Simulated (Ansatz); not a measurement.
## ZrN under changes of volume

One of the cells (12.167 Å³/atom); the others are scaled copies at fixed shape and fractional positions:

```
CELL_PARAMETERS angstrom
0.00000 2.30000 2.30000
2.30000 0.00000 2.30000
2.30000 2.30000 0.00000
ATOMIC_POSITIONS crystal
Zr 0.50000 0.50000 0.50000
N 0.00000 0.00000 0.00000
```

| Quantity | Value |
| --- | --- |
| Program | Ansatz 0.2.0 |
| Functional | PBE |
| Potentials or basis | Ansatz PAW |
| Cutoff | 420 eV (not typed: the program's choice for these potentials) |
| k mesh | 10 × 10 × 10 |
| Occupations | fermi-dirac, width 0.05 eV |
| Spin | no spin polarisation |

| volume (Å³/atom) | energy over the lowest point (meV/atom) | pressure (GPa) |
| --- | --- | --- |
| 11.437 | 33.58 | 16.5 |
| 11.680 | 13.43 | 10.1 |
| 11.924 | 2.59 | 4.3 |
| 12.167 | 0.00 | -0.8 |
| 12.410 | 4.90 | -5.5 |
| 12.654 | 16.55 | -9.7 |
| 12.897 | ? | ? |

**Question.** What does the run at 12.897 Å³/atom give?

**Answer.** Energy over the lowest point 34.17 meV/atom; pressure -13.4 GPa.

Worked out: A Birch-Murnaghan fit of order 3 (a polynomial in V^(-2/3)) to the other rows has its minimum at 12.12 Å³/atom with B0 = V·E''(V) = 249 GPa and B' = 4.4. It gives 34.15 meV/atom at 12.897 Å³/atom, against the run's 34.17, and -dE/dV = -13.4 GPa, against -13.4.

Energies are extrapolated to zero smearing.
